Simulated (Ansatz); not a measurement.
# Au: the order of phases, with spin-orbit coupling

Aim: relax Au in several structures (fcc, bcc, hcp, sc, diamond) and rank them by energy, with spin-orbit coupling. Methods of the runs shown: LAPW. Companion runs by PAW are cited.

Method: DFT, PBE, all-electron LAPW, Dirac equation with spin-orbit coupling, in Ansatz 0.2.0.

### 1 The starting structure

The structure is cubic, space group Fm-3m (No. 225). Conventional cell: a = 4.143 Å, b = 4.143 Å, c = 4.143 Å, α = 90.00°, β = 90.00°, γ = 90.00°. Around Au (site symmetry m-3m) lie 12 Au at 2.93 Å.

As a file:

```xyz
1
Lattice="0.0000 2.0717 2.0717 2.0717 0.0000 2.0717 2.0717 2.0717 0.0000" Properties=species:S:1:pos:R:3 pbc="T T T"
Au    0.0000    0.0000    0.0000
```

### 2 Fcc relaxed, LAPW

File input.yaml:

```yaml
crystal:
  lattice:
    - [0.0, 2.0717346852, 2.0717346852]
    - [2.0717346852, 0.0, 2.0717346852]
    - [2.0717346852, 2.0717346852, 0.0]
  atoms:
    - { symbol: Au, position: [0.0, 0.0, 0.0] }
kpoints:
  mp_grid: { grid: [17, 17, 17] }
scf:
  occupations: { method: fermi_dirac, width: 0.05 }
hamiltonian:
  xc: pbe
  pseudopotentials: { kind: all_electron, lapw: { basis_error: 0.0005 } }
output:
  forces: true
  stress: true
  eigenvalues: true
  populations: true
relax:
  f_tol: 0.005
  max_steps: 25
  cell: {}
magnetization:
  noncollinear: true
  spin_orbit: true
```

Started as:

```sh
$ ansatz run input.yaml --threads 2 --pin off --max-ram 5120MiB --backend cpu --events-out ev --progress --plain --runs-dir out
```

The program printed, cut to the lines that bear on the results:

```text
[...]
Au: projections on atomic orbitals take those of the free atom 1s2 2s2 2p6 3s2 3p6 3d10 4s2 4p6 4d10 4f14 5s2 5p6 5d10 6s1, of charge +0.00 (hamiltonian.pseudopotentials.projection_atoms)
LAPW: plane waves up to 8.505 Å⁻¹, error target 5.0e-4 eV per atom; Dirac's equation on spinors; Au in spheres of 1.421 Å, 43 of its electrons in bands
[...]
Pseudopotentials: kind: all_electron
Pseudopotential: Au, LAPW, valence charge 43, Dirac's equation, gaussian nucleus
Functional definition: PBE
[...]
non-collinear run that drives no moment, with spin-orbit: no starting moment large enough to seed its density (crystal.atoms[].spin), no starting occupations that ask for one, no magnetisation constraint and no magnetic field, so the semilocal B_xc is pinned to zero
Crystal: 1 atoms, lattice volume = 17.784 Å³
Basis set: ecut = 275.589728939021 eV, 169 PW (Γ), exchange–correlation at level 2
Bands: 52, of which v1, the nominal top of the filled ones, is band 43 counted from 1 (42 counted from 0)
Symmetry: 48 space group operations + 48 with time reversal
Magnetic group: BNS 225.117 (UNI 1619), of the structure as read, at distance tolerance 2.6e-5 Å
k-points: 165 of 4913
[...]
SCF iter   1: F=—  HF=-518212.744531 eV  |F-HF|=—  |Δ(HF+E_count)|=         —  Δρ=2.70e-2  dr2=8.16e-2  dr2_m=0.00e0 (ungated)  ethr=1.89e-4  |M|=0.00e0 ∫|m|=0.00e0 μB  β_m=0.30  ⟨swp⟩=3.0  Hψ=53350  notcnv=0
[...]
relax step   2: F+E_penalty+E_count = -518212.47590808 eV  Δ(F+E_penalty+E_count) = -6.228e-9 eV  max|allowed force component| = 0.000e0 eV/Å  Δτ_max = 0.0000 Å  P = -0.007 GPa  Ω = 17.784 Å³  stress off target by 6.85e-3 GPa  SCF on the basis re-selected at this cell (its energy is not [...]
SCF converged after 2 iterations
Magnetization: |M| = 0.0000 μB,  M = (+0.0000, +0.0000, +0.0000) μB
Absolute magnetization: 0.0000 μB (∫|m|)
  site 0: m = (+0.0000, +0.0000, +0.0000) μB, |m| = 0.0000 μB  (R = 1.42 Å)
Free energy (F): -518212.475908 eV
[...]
E sigma→0 (E₀):  -518212.474273 eV
Entropy (-TS):   -0.003271 eV (-3.271 meV/atom)
Fermi energy:    24.007299 eV
[...]
--- Forces (eV/Å), atoms counted from 1 ---
  atom   1  Au    -0.00000000     0.00000000     0.00000000
[...]
--- Stress (GPa, compression-positive) ---
       -0.006853      -0.000000       0.000000
       -0.000000      -0.006853       0.000000
        0.000000       0.000000      -0.006853
  P = ⅓ Tr σ = -0.0069 GPa (-0.069 kbar)
--- Band table (eV; the first three rows and the last of 165) ---
[...]
--- Relaxed structure (1 steps of the walk, 1 accepted, 1 SCFs on fresh bases) ---
  F+E_penalty+E_count = -518212.47590808 eV   max|allowed force component| = 0.000e0 eV/Å   (the final SCF, on the basis selected at the relaxed cell)
  cell:  # Å, volume = 17.7841 Å³
    - [0.0, 2.0717346852, 2.0717346852]
    - [2.0717346852, 0.0, 2.0717346852]
    - [2.0717346852, 2.0717346852, 0.0]
  atoms:
    - { symbol: Au, position: [0.0, 0.0, 0.0] }
--- Löwdin populations: 1 site ---
  site symbol       q [e]
     0     Au     78.7275
  spilling = 0.003450 (of n_electrons = 79.000000)
```

Wall time 3.7 min (2 threads of Arm Neoverse V1, shared host); peak memory 0.87 GiB.

Step by step:

| step | energy from step 1 (eV/cell) | largest force component (eV/Å) | pressure (GPa) | volume (Å³) |
| --- | --- | --- | --- | --- |
| 1 | 0.0000 | 0.0000 | -0.01 | 17.78 |
| 2 | 0.0000 | 0.0000 | -0.01 | 17.78 |

Step 1 is the start. Step 2 repeats the geometry before on a plane-wave basis chosen anew for that cell, so the energy can jump there without any move; the table keeps such jumps.

| input's cell | before | after | change |
| --- | --- | --- | --- |
| a (Å) | 2.930 | 2.930 | -0.0 % |
| b (Å) | 2.930 | 2.930 | -0.0 % |
| c (Å) | 2.930 | 2.930 | -0.0 % |
| volume (Å³/atom) | 17.78 | 17.78 | -0.0 % |

In short: pressure -0.01 GPa; no gap.

### 3 Bcc relaxed, LAPW

input.yaml, as its differences from that of step 2:

```diff
@@ -2,5 +2,5 @@
   lattice:
-    - [0.0, 2.0717346852, 2.0717346852]
-    - [2.0717346852, 0.0, 2.0717346852]
-    - [2.0717346852, 2.0717346852, 0.0]
+    - [-1.6457798413, 1.6457798413, 1.6457798413]
+    - [1.6457798413, -1.6457798413, 1.6457798413]
+    - [1.6457798413, 1.6457798413, -1.6457798413]
   atoms:
@@ -8,3 +8,3 @@
 kpoints:
-  mp_grid: { grid: [17, 17, 17] }
+  mp_grid: { grid: [18, 18, 18] }
 scf:
```

Started as:

```sh
$ ansatz run input.yaml --threads 2 --pin off --max-ram 5120MiB --backend cpu --events-out ev --progress --plain --runs-dir out
```

The program printed, cut to the lines that bear on the results:

```text
[...]
Au: projections on atomic orbitals take those of the free atom 1s2 2s2 2p6 3s2 3p6 3d10 4s2 4p6 4d10 4f14 5s2 5p6 5d10 6s1, of charge +0.00 (hamiltonian.pseudopotentials.projection_atoms)
LAPW: plane waves up to 8.779 Å⁻¹, error target 5.0e-4 eV per atom; Dirac's equation on spinors; Au in spheres of 1.383 Å, 43 of its electrons in bands
[...]
Pseudopotentials: kind: all_electron
Pseudopotential: Au, LAPW, valence charge 43, Dirac's equation, gaussian nucleus
Functional definition: PBE
[...]
non-collinear run that drives no moment, with spin-orbit: no starting moment large enough to seed its density (crystal.atoms[].spin), no starting occupations that ask for one, no magnetisation constraint and no magnetic field, so the semilocal B_xc is pinned to zero
Crystal: 1 atoms, lattice volume = 17.831 Å³
Basis set: ecut = 293.6131238656718 eV, 201 PW (Γ), exchange–correlation at level 2
[...]
Fermi energy:    23.852329 eV
[...]
--- Forces (eV/Å), atoms counted from 1 ---
  atom   1  Au    -0.00000000    -0.00000000     0.00000000
[...]
--- Stress (GPa, compression-positive) ---
       -0.037103       0.000000       0.000000
        0.000000      -0.037103       0.000000
        0.000000       0.000000      -0.037103
  P = ⅓ Tr σ = -0.0371 GPa (-0.371 kbar)
--- Band table (eV; the first three rows and the last of 195) ---
[...]
--- Relaxed structure (1 steps of the walk, 1 accepted, 1 SCFs on fresh bases) ---
  F+E_penalty+E_count = -518212.45689263 eV   max|allowed force component| = 0.000e0 eV/Å   (the final SCF, on the basis selected at the relaxed cell)
  cell:  # Å, volume = 17.8310 Å³
    - [-1.6457798413, 1.6457798413, 1.6457798413]
    - [1.6457798413, -1.6457798413, 1.6457798413]
    - [1.6457798413, 1.6457798413, -1.6457798413]
  atoms:
    - { symbol: Au, position: [0.0, 0.0, 0.0] }
--- Löwdin populations: 1 site ---
  site symbol       q [e]
     0     Au     78.7262
  spilling = 0.003466 (of n_electrons = 79.000000)
```

Run time: 3.9 min. Hardware: 2 threads of Arm Neoverse V1, shared host; peak memory 0.88 GiB.

The steps of the relaxation:

| step | energy from step 1 (eV/cell) | largest force component (eV/Å) | pressure (GPa) | volume (Å³) |
| --- | --- | --- | --- | --- |
| 1 | 0.0000 | 0.0000 | -0.04 | 17.83 |
| 2 | 0.0000 | 0.0000 | -0.04 | 17.83 |

Step 1 is the start. Step 2 repeats the geometry before on a plane-wave basis chosen anew for that cell, so the energy can jump there without any move; the table keeps such jumps.

| input's cell | before | after | change |
| --- | --- | --- | --- |
| a (Å) | 2.851 | 2.851 | -0.0 % |
| b (Å) | 2.851 | 2.851 | -0.0 % |
| c (Å) | 2.851 | 2.851 | -0.0 % |
| volume (Å³/atom) | 17.83 | 17.83 | -0.0 % |

In short: pressure -0.04 GPa; no gap.

### 4 Hcp relaxed, LAPW

File input.yaml:

```yaml
crystal:
  lattice:
    - [2.918638765, 0.0, 0.0]
    - [-1.4593193825, 2.527615315, 0.0]
    - [0.0, 0.0, 4.8304882109]
  atoms:
    - { symbol: Au, position: [0.3333333333, 0.6666666667, 0.25] }
    - { symbol: Au, position: [0.6666666667, 0.3333333333, 0.75] }
kpoints:
  mp_grid: { grid: [16, 16, 9] }
scf:
  occupations: { method: fermi_dirac, width: 0.05 }
hamiltonian:
  xc: pbe
  pseudopotentials: { kind: all_electron, lapw: { basis_error: 0.0005 } }
output:
  forces: true
  stress: true
  eigenvalues: true
  populations: true
relax:
  f_tol: 0.005
  max_steps: 25
  cell: {}
magnetization:
  noncollinear: true
  spin_orbit: true
```

Started as:

```sh
$ ansatz run input.yaml --threads 2 --pin off --max-ram 5120MiB --backend cpu --events-out ev --progress --plain --runs-dir out
```

The program printed, cut to the lines that bear on the results:

```text
[...]
Au: projections on atomic orbitals take those of the free atom 1s2 2s2 2p6 3s2 3p6 3d10 4s2 4p6 4d10 4f14 5s2 5p6 5d10 6s1, of charge +0.00 (hamiltonian.pseudopotentials.projection_atoms)
LAPW: plane waves up to 8.543 Å⁻¹, error target 5.0e-4 eV per atom; Dirac's equation on spinors; Au in spheres of 1.416 Å, 43 of its electrons in bands
[...]
Pseudopotentials: kind: all_electron
Pseudopotential: Au, LAPW, valence charge 43, Dirac's equation, gaussian nucleus
Functional definition: PBE
[...]
non-collinear run that drives no moment, with spin-orbit: no starting moment large enough to seed its density (crystal.atoms[].spin), no starting occupations that ask for one, no magnetisation constraint and no magnetic field, so the semilocal B_xc is pinned to zero
Crystal: 2 atoms, lattice volume = 35.635 Å³
Basis set: ecut = 278.04727613422557 eV, 373 PW (Γ), exchange–correlation at level 2
[...]
SCF converged after 2 iterations
Magnetization: |M| = 0.0000 μB,  M = (+0.0000, +0.0000, +0.0000) μB
Absolute magnetization: 0.0000 μB (∫|m|)
  site 0: m = (+0.0000, +0.0000, +0.0000) μB, |m| = 0.0000 μB  (R = 1.42 Å)
  site 1: m = (+0.0000, +0.0000, +0.0000) μB, |m| = 0.0000 μB  (R = 1.42 Å)
Free energy (F): -1036424.932831 eV
[...]
E sigma→0 (E₀):  -1036424.928761 eV
Entropy (-TS):   -0.008140 eV (-4.070 meV/atom)
Fermi energy:    23.831066 eV
[...]
--- Forces (eV/Å), atoms counted from 1 ---
  atom   1  Au     0.00000000     0.00000000    -0.00000000
  atom   2  Au     0.00000000    -0.00000000     0.00000000
[...]
--- Stress (GPa, compression-positive) ---
       -0.023985      -0.000000      -0.000000
       -0.000000      -0.023985      -0.000000
       -0.000000      -0.000000       0.013937
  P = ⅓ Tr σ = -0.0113 GPa (-0.113 kbar)
--- Band table (eV; the first three rows and the last of 150) ---
```

### 5 The output, continued: hcp relaxed, LAPW

The log, continued, cut to the lines that bear on the results:

```text
[...]
--- Relaxed structure (1 steps of the walk, 1 accepted, 1 SCFs on fresh bases) ---
  F+E_penalty+E_count = -1036424.93283113 eV   max|allowed force component| = 9.252e-18 eV/Å   (the final SCF, on the basis selected at the relaxed cell)
  cell:  # Å, volume = 35.6355 Å³
    - [2.9186387650230703, 0.0, 0.0]
    - [-1.4593193825115351, 2.5276153149800202, 0.0]
    - [0.0, 0.0, 4.8304882109]
  atoms:
    - { symbol: Au, position: [0.3333333333333333, 0.6666666666666666, 0.25] }
    - { symbol: Au, position: [0.6666666666666666, 0.3333333333333333, 0.75] }
--- Löwdin populations: 2 sites ---
  site symbol       q [e]
     0     Au     78.7309
     1     Au     78.7309
  spilling = 0.003406 (of n_electrons = 158.000000)
```

Wall time 15 min (2 threads of Arm Neoverse V1, shared host); peak memory 2.3 GiB.

The steps of the relaxation:

| step | energy from step 1 (eV/cell) | largest force component (eV/Å) | pressure (GPa) | volume (Å³) |
| --- | --- | --- | --- | --- |
| 1 | 0.0000 | 0.0000 | -0.01 | 35.64 |
| 2 | 0.0000 | 0.0000 | -0.01 | 35.64 |

Step 1 is the start. Step 2 repeats the geometry before on a plane-wave basis chosen anew for that cell, so the energy can jump there without any move; the table keeps such jumps.

| input's cell | before | after | change |
| --- | --- | --- | --- |
| a (Å) | 2.919 | 2.919 | +0.0 % |
| b (Å) | 2.919 | 2.919 | +0.0 % |
| c (Å) | 4.830 | 4.830 | -0.0 % |
| volume (Å³/atom) | 17.82 | 17.82 | +0.0 % |

Result: pressure -0.01 GPa; no gap.

### 6 Sc relaxed, LAPW

File input.yaml:

```yaml
crystal:
  lattice:
    - [2.7379017552, 0.0, 0.0]
    - [0.0, 2.7379017552, 0.0]
    - [0.0, 0.0, 2.7379017552]
  atoms:
    - { symbol: Au, position: [0.0, 0.0, 0.0] }
kpoints:
  mp_grid: { grid: [15, 15, 15] }
scf:
  occupations: { method: fermi_dirac, width: 0.05 }
hamiltonian:
  xc: pbe
  pseudopotentials: { kind: all_electron, lapw: { basis_error: 0.0005 } }
output:
  forces: true
  stress: true
  eigenvalues: true
  populations: true
relax:
  f_tol: 0.005
  max_steps: 25
  cell: {}
magnetization:
  noncollinear: true
  spin_orbit: true
```

Started as:

```sh
$ ansatz run input.yaml --threads 2 --pin off --max-ram 5120MiB --backend cpu --events-out ev --progress --plain --runs-dir out
```

The program printed, cut to the lines that bear on the results:

```text
[...]
Au: projections on atomic orbitals take those of the free atom 1s2 2s2 2p6 3s2 3p6 3d10 4s2 4p6 4d10 4f14 5s2 5p6 5d10 6s1, of charge +0.00 (hamiltonian.pseudopotentials.projection_atoms)
LAPW: plane waves up to 9.198 Å⁻¹, error target 5.0e-4 eV per atom; Dirac's equation on spinors; Au in spheres of 1.328 Å, 43 of its electrons in bands
[...]
Pseudopotentials: kind: all_electron
Pseudopotential: Au, LAPW, valence charge 43, Dirac's equation, gaussian nucleus
Functional definition: PBE
[...]
non-collinear run that drives no moment, with spin-orbit: no starting moment large enough to seed its density (crystal.atoms[].spin), no starting occupations that ask for one, no magnetisation constraint and no magnetic field, so the semilocal B_xc is pinned to zero
Crystal: 1 atoms, lattice volume = 20.524 Å³
Basis set: ecut = 322.36292837248624 eV, 257 PW (Γ), exchange–correlation at level 2
[...]
E sigma→0 (E₀):  -518212.269333 eV
Entropy (-TS):   -0.001829 eV (-1.829 meV/atom)
Fermi energy:    19.438662 eV
[...]
--- Forces (eV/Å), atoms counted from 1 ---
  atom   1  Au    -0.00000000     0.00000000     0.00000000
[...]
--- Stress (GPa, compression-positive) ---
       -0.024955       0.000000       0.000000
        0.000000      -0.024955       0.000000
        0.000000       0.000000      -0.024955
  P = ⅓ Tr σ = -0.0250 GPa (-0.250 kbar)
--- Band table (eV; the first three rows and the last of 120) ---
[...]
--- Relaxed structure (1 steps of the walk, 1 accepted, 1 SCFs on fresh bases) ---
  F+E_penalty+E_count = -518212.27024758 eV   max|allowed force component| = 0.000e0 eV/Å   (the final SCF, on the basis selected at the relaxed cell)
  cell:  # Å, volume = 20.5236 Å³
    - [2.7379017552, 0.0, 0.0]
    - [0.0, 2.7379017552, 0.0]
    - [0.0, 0.0, 2.7379017552]
  atoms:
    - { symbol: Au, position: [0.0, 0.0, 0.0] }
--- Löwdin populations: 1 site ---
  site symbol       q [e]
     0     Au     78.7628
  spilling = 0.003002 (of n_electrons = 79.000000)
```

It took 2.5 min on 2 threads of Arm Neoverse V1, shared host; peak memory 0.7 GiB.

Step by step:

| step | energy from step 1 (eV/cell) | largest force component (eV/Å) | pressure (GPa) | volume (Å³) |
| --- | --- | --- | --- | --- |
| 1 | 0.0000 | 0.0000 | -0.03 | 20.52 |
| 2 | 0.0000 | 0.0000 | -0.02 | 20.52 |

Step 1 is the start. Step 2 repeats the geometry before on a plane-wave basis chosen anew for that cell, so the energy can jump there without any move; the table keeps such jumps.

| input's cell | before | after | change |
| --- | --- | --- | --- |
| a (Å) | 2.738 | 2.738 | -0.0 % |
| b (Å) | 2.738 | 2.738 | -0.0 % |
| c (Å) | 2.738 | 2.738 | -0.0 % |
| volume (Å³/atom) | 20.52 | 20.52 | -0.0 % |

Result: pressure -0.02 GPa; no gap.

### 7 Diamond relaxed, LAPW

input.yaml, as its differences from that of step 6:

```diff
@@ -2,9 +2,10 @@
   lattice:
-    - [2.7379017552, 0.0, 0.0]
-    - [0.0, 2.7379017552, 0.0]
-    - [0.0, 0.0, 2.7379017552]
+    - [0.0, 3.062971193, 3.062971193]
+    - [3.062971193, 0.0, 3.062971193]
+    - [3.062971193, 3.062971193, 0.0]
   atoms:
-    - { symbol: Au, position: [0.0, 0.0, 0.0] }
+    - { symbol: Au, position: [-0.125, -0.125, -0.125] }
+    - { symbol: Au, position: [0.125, 0.125, 0.125] }
 kpoints:
-  mp_grid: { grid: [15, 15, 15] }
+  mp_grid: { grid: [13, 13, 13] }
 scf:
```

Started as:

```sh
$ ansatz run input.yaml --threads 2 --pin off --max-ram 5120MiB --backend cpu --events-out ev --progress --plain --runs-dir out
```

The program printed, cut to the lines that bear on the results:

```text
[...]
Au: projections on atomic orbitals take those of the free atom 1s2 2s2 2p6 3s2 3p6 3d10 4s2 4p6 4d10 4f14 5s2 5p6 5d10 6s1, of charge +0.00 (hamiltonian.pseudopotentials.projection_atoms)
LAPW: plane waves up to 9.544 Å⁻¹, error target 5.0e-4 eV per atom; Dirac's equation on spinors; Au in spheres of 1.287 Å, 43 of its electrons in bands
[...]
Pseudopotentials: kind: all_electron
Pseudopotential: Au, LAPW, valence charge 43, Dirac's equation, gaussian nucleus
Functional definition: PBE
[...]
non-collinear run that drives no moment, with spin-orbit: no starting moment large enough to seed its density (crystal.atoms[].spin), no starting occupations that ask for one, no magnetisation constraint and no magnetic field, so the semilocal B_xc is pinned to zero
Crystal: 2 atoms, lattice volume = 57.472 Å³
Basis set: ecut = 347.0535086519261 eV, 869 PW (Γ), exchange–correlation at level 2
[...]
  atom   1  Au     0.00000000     0.00000000     0.00000000
  atom   2  Au     0.00000000    -0.00000000     0.00000000
[...]
--- Stress (GPa, compression-positive) ---
        0.032819       0.000000       0.000000
        0.000000       0.032819       0.000000
        0.000000       0.000000       0.032819
  P = ⅓ Tr σ = 0.0328 GPa (0.328 kbar)
--- Band table (eV; the first three rows and the last of 84) ---
[...]
--- Relaxed structure (1 steps of the walk, 1 accepted, 1 SCFs on fresh bases) ---
  F+E_penalty+E_count = -1036423.47563300 eV   max|allowed force component| = 1.041e-17 eV/Å   (the final SCF, on the basis selected at the relaxed cell)
  cell:  # Å, volume = 57.4723 Å³
    - [0.0, 3.062971193, 3.062971193]
    - [3.062971193, 0.0, 3.062971193]
    - [3.062971193, 3.062971193, 0.0]
  atoms:
    - { symbol: Au, position: [-0.125, -0.125, -0.125] }
    - { symbol: Au, position: [0.125, 0.125, 0.125] }
--- Löwdin populations: 2 sites ---
  site symbol       q [e]
     0     Au     78.8000
     1     Au     78.8000
  spilling = 0.002532 (of n_electrons = 158.000000)
```

It took 9.3 min on 2 threads of Arm Neoverse V1, shared host; peak memory 1.7 GiB.

Relaxation path:

| step | energy from step 1 (eV/cell) | largest force component (eV/Å) | pressure (GPa) | volume (Å³) |
| --- | --- | --- | --- | --- |
| 1 | 0.0000 | 0.0000 | 0.03 | 57.47 |
| 2 | 0.0000 | 0.0000 | 0.03 | 57.47 |

Step 1 is the start. Step 2 repeats the geometry before on a plane-wave basis chosen anew for that cell, so the energy can jump there without any move; the table keeps such jumps.

| input's cell | before | after | change |
| --- | --- | --- | --- |
| a (Å) | 4.332 | 4.332 | -0.0 % |
| b (Å) | 4.332 | 4.332 | -0.0 % |
| c (Å) | 4.332 | 4.332 | -0.0 % |
| volume (Å³/atom) | 28.74 | 28.74 | -0.0 % |

This run gives: pressure 0.03 GPa; no gap.

### 8 The series in one table

Rows by PAW come from runs of the same series that aren't printed here.

Free energy per atom, from each method's lowest phase:

| method | start | space group, start → end | volume (Å³/atom) | pressure (GPa) | free energy (meV/atom) |
| --- | --- | --- | --- | --- | --- |
| LAPW | fcc | Fm-3m → Fm-3m | 17.784 | 0.0 | 0.0 |
| LAPW | bcc | Im-3m → Im-3m | 17.831 | 0.0 | 19.0 |
| LAPW | hcp | P6_3/mmc → P6_3/mmc | 17.818 | 0.0 | 9.5 |
| LAPW | sc | Pm-3m → Pm-3m | 20.524 | 0.0 | 205.7 |
| LAPW | diamond | Fd-3m → Fd-3m | 28.736 | 0.0 | 738.1 |
| PAW | fcc | Fm-3m → Fm-3m | 17.784 | 0.0 | 0.0 |
| PAW | bcc | Im-3m → Im-3m | 17.831 | 0.0 | 19.0 |
| PAW | hcp | P6_3/mmc → P6_3/mmc | 17.818 | 0.0 | 9.5 |
| PAW | sc | Pm-3m → Pm-3m | 20.524 | 0.0 | 205.6 |
| PAW | diamond | Fd-3m → Fd-3m | 28.736 | 0.0 | 737.7 |

### 9 Outcome

| quantity | value |
| --- | --- |
| lowest (LAPW) | fcc, 9.5 meV/atom under hcp |
| lowest (PAW) | fcc, 9.5 meV/atom under hcp |

By LAPW the order is fcc < hcp < bcc < sc < diamond. By PAW the order is fcc < hcp < bcc < sc < diamond. The methods agree on the lowest phase. Only these structures were tried, with electrons smeared by 0.05 eV and without vibrations, so the true ground state may be another. The k meshes differ between phases and weren't tested, which can move differences by some meV.
